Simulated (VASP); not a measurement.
# Se (R-3m) in VASP: a series of runs, part 2 of 2

VASP 6.6.1.

## Step 4: Relaxation of cell and atoms, PBEsol, target pressure 0.0001 GPa, at which the enthalpy is minimised

This run uses another cell than the first one, of 15.69 Å³/atom, 1.175 times its volume.

File INCAR:

```
PREC     = Accurate       # precision mode
ENCUT    = 520            # plane-wave cutoff, eV
EDIFF    = 1E-7           # SCF threshold, eV
ISMEAR   = 0              # smearing method
SIGMA    = 0.1            # smearing width, eV
LREAL    = F              # projectors in reciprocal space
LASPH    = T              # aspherical terms in the spheres
NELM     = 60             # most SCF steps
ALGO     = Normal         # electronic algorithm
ISIF     = 3              # what is computed and relaxed
LWAVE    = F              # write WAVECAR
LCHARG   = F              # write CHGCAR
GGA      = PS             # functional
IBRION   = 2              # ionic algorithm
NSW      = 80             # ionic steps
EDIFFG   = -0.002         # ionic threshold
PSTRESS  = 0.001
```

File KPOINTS:

```
regular mesh
0
Gamma
  6 6 6
```

File POSCAR:

```
Se                                      
1.0
    2.0674502345      1.1936430141      1.0594092328
   -2.0674502345      1.1936430141      1.0594092328
   -0.0000000000     -2.3872860294      1.0594092339
  Se            
     1
Direct
     0.0000000000000000    0.0000000000000000    0.0000000000000000
```

Potentials or basis: VASP PAW PBE potentials, release 64 (Se).

The run is started by

```bash
$ cat potpaw_PBE.64/Se/POTCAR > POTCAR
$ mpirun -np 1 vasp_std > vasp.out
```

OUTCAR:

```text
PREC = Accurate
   ENCUT = 520
   EDIFF = 1E-7
   ISMEAR = 0
   LREAL = F
   LASPH = T
   NELM = 60
   ISIF = 3
   GGA = PS
   IBRION = 2
   NSW = 80
   EDIFFG = -0.002
   PSTRESS = 0.001

 ion  position               nearest neighbor table
   1  0.000  0.000  0.000-

  LATTYP: Found a trigonal (rhomboedric) cell.
 ALAT       =     2.6117967072
 COS(alpha) =    -0.2532028809

  Lattice vectors:

 A1 = (   2.0674502345,   1.1936430141,   1.0594092328)
 A2 = (  -2.0674502345,   1.1936430141,   1.0594092328)
 A3 = (   0.0000000000,  -2.3872860294,   1.0594092339)

Analysis of symmetry for initial positions (statically):
=====================================================================
 Subroutine PRICEL returns:
[... 224 lines left out ...]
      6      13.9098      0.00000
      7      13.9098      0.00000
[... 299 lines left out ...]
  energy  without entropy=       -3.5415172979  energy(sigma->0) =       -3.54326123

  enthalpy is  TOTEN    =        -3.5449930297 eV   P V=        0.0000121238

[... ionic steps 4 to 11 ...]

--------------------------------------- Ionic step       12  -------------------------------------------

 number of electron       6.0000000 magnetization

------------------------ aborting loop because EDIFF is reached ----------------------------------------
[... 69 lines left out ...]
--------------------------------------- Ionic step       14  -------------------------------------------

 number of electron       6.0000000 magnetization

 Free energy of the ion-electron system (eV)
  ---------------------------------------------------
  ext. energy  EPLUGINS =         0.00000000
  ---------------------------------------------------
  free energy    TOTEN  =        -3.59909563 eV

  energy without entropy =       -3.59597746  energy(sigma->0) =       -3.59753654

 E-fermi :   5.4364     XC(G=0): -10.5438

 val. band max:        5.3452612227   @ k =   0.5000   0.1667   0.0000
 cond. band min:       5.5098111534   @ k =   0.5000   0.1667   0.1667
 fundamental gap:      0.1645499307
 Fermi energy:         5.4364329817

 k-point     1 :       0.0000    0.0000    0.0000
  band No.  band energies     occupation
      1     -11.1209      2.00000
      2       6.5982      0.00000
      3       7.8749      0.00000
      4       7.8749      0.00000
      5      13.9188      0.00000
      6      13.9188      0.00000
      7      14.1298      0.00000
[... 262 lines left out ...]
  energy  without entropy=       -3.5959774561  energy(sigma->0) =       -3.59753654

  enthalpy is  TOTEN    =        -3.5990827346 eV   P V=        0.0000128944

 reached required accuracy - stopping structural energy minimisation
```

OSZICAR:

```text
N       E                     dE             d eps       ncg     rms          rms(c)
DAV:   1     0.108453378333E+02    0.10845E+02   -0.32148E+03   448   0.767E+02
DAV:   2    -0.305849651268E+01   -0.13904E+02   -0.13327E+02   616   0.864E+01
DAV:   3    -0.326730715145E+01   -0.20881E+00   -0.20881E+00   546   0.117E+01
DAV:   4    -0.326745175034E+01   -0.14460E-03   -0.14460E-03   665   0.334E-01
[... 103 lines left out ...]
       N       E                     dE             d eps       ncg     rms          rms(c)
DAV:   1    -0.359914293887E+01   -0.63612E-04   -0.13571E-03   448   0.238E-01    0.352E-02
DAV:   2    -0.359910818034E+01    0.34759E-04   -0.35375E-05   455   0.429E-02    0.179E-02
DAV:   3    -0.359909560888E+01    0.12571E-04   -0.38558E-05   448   0.371E-02    0.462E-03
DAV:   4    -0.359909562903E+01   -0.20149E-07   -0.15064E-07   490   0.380E-03
  14 F= -.35990827E+01 E0= -.35975236E+01  d E =-.452054E-04
```

CONTCAR:

```text
Se
   1.00000000000000
     2.1184768897198030    1.2231032702636422    1.3288435653512463
    -2.1184768897198030    1.2231032702636422    1.3288435653512463
    -0.0000000000000000   -2.4462065420988002    1.3288435671477490
  Se
     1
Direct
     0.0000000000000000    0.0000000000000000    0.0000000000000000

  0.00000000E+00  0.00000000E+00  0.00000000E+00
```

It took 22 s on 1 thread of Intel Xeon Platinum 8488C (Sapphire Rapids), shared host; peak memory 0.12 GiB.

Results:

* Free energy: -3.5991 eV
* Relaxed volume: 20.66 Å³/atom
* Relaxed cell: a = 2.784 Å, b = 2.784 Å, c = 2.784 Å, α = 99.10°, β = 99.10°, γ = 99.10°
* Space group after relaxing (to 0.05 Å): R-3m (No. 166)
* Energy change on relaxing (the enthalpy is what falls): -337.5 meV/atom
* Ionic steps: 14
* Pressure after relaxing: 0.0 GPa
* Band gap on the k mesh: none (metal or under the smearing width)

Step by step:
| step | energy change (eV) | largest force (eV/Å) | pressure (GPa) | volume (Å³) |
| --- | --- | --- | --- | --- |
| 1 | 0.0000 | 0.0000 | 30.01 | 15.69 |
| 2 | -0.1263 | 0.0000 | -10.48 | 23.35 |
| 3 | -0.2834 | 0.0000 | -0.28 | 19.42 |
| 4 | -0.2835 | 0.0000 | 0.09 | 19.34 |
| 5 | -0.2991 | 0.0000 | 0.17 | 19.46 |
| 6 | -0.3286 | 0.0000 | 1.55 | 19.73 |
| 7 | -0.3295 | 0.0000 | 2.71 | 19.78 |
| 8 | -0.3363 | 0.0000 | -1.18 | 20.97 |
| 9 | -0.3372 | 0.0000 | -0.31 | 20.68 |
| 10 | -0.3372 | 0.0000 | -0.26 | 20.66 |
| 11 | -0.3375 | 0.0000 | -0.23 | 20.72 |
| 12 | -0.3375 | 0.0000 | -0.23 | 20.72 |
| 13 | -0.3375 | 0.0000 | 0.15 | 20.62 |
| 14 | -0.3375 | 0.0000 | 0.01 | 20.66 |

Final structure:
```cif
data_structure
_symmetry_space_group_name_H-M 'P 1'
_symmetry_Int_Tables_number 1
_cell_length_a 2.7838
_cell_length_b 2.7838
_cell_length_c 2.7838
_cell_angle_alpha 99.103
_cell_angle_beta 99.103
_cell_angle_gamma 99.103
_cell_volume 20.66
loop_
_atom_site_label
_atom_site_type_symbol
_atom_site_fract_x
_atom_site_fract_y
_atom_site_fract_z
_atom_site_occupancy
Se1 Se 0.00000 0.00000 0.00000 1
```

Levels at points of the mesh, in eV from the Fermi level:
```csv
k point,band 1,band 2,band 3,band 4,band 5,band 6,band 7
"(0.00, 0.00, 0.00)",-16.56,1.16,2.44,2.44,8.48,8.48,8.69
"(0.50, 0.00, 0.00)",-14.07,-7.41,2.35,3.26,9.30,9.92,14.54
"(0.50, 0.50, 0.00)",-11.93,-6.25,-3.89,3.07,3.93,11.81,15.92
"(0.50, 0.50, 0.50)",-9.78,-4.10,-4.10,-1.90,4.56,4.56,10.01
```

Caveat: the k mesh is coarse (spacing up to 0.44 Å⁻¹), so the values aren't converged; the cell is relaxed towards a set pressure, so the enthalpy falls and the energy may rise; the volume moved by over 15 % at a fixed basis, so the end points are rough; the PAW data sets were made with another functional, which shifts forces and pressure a little.
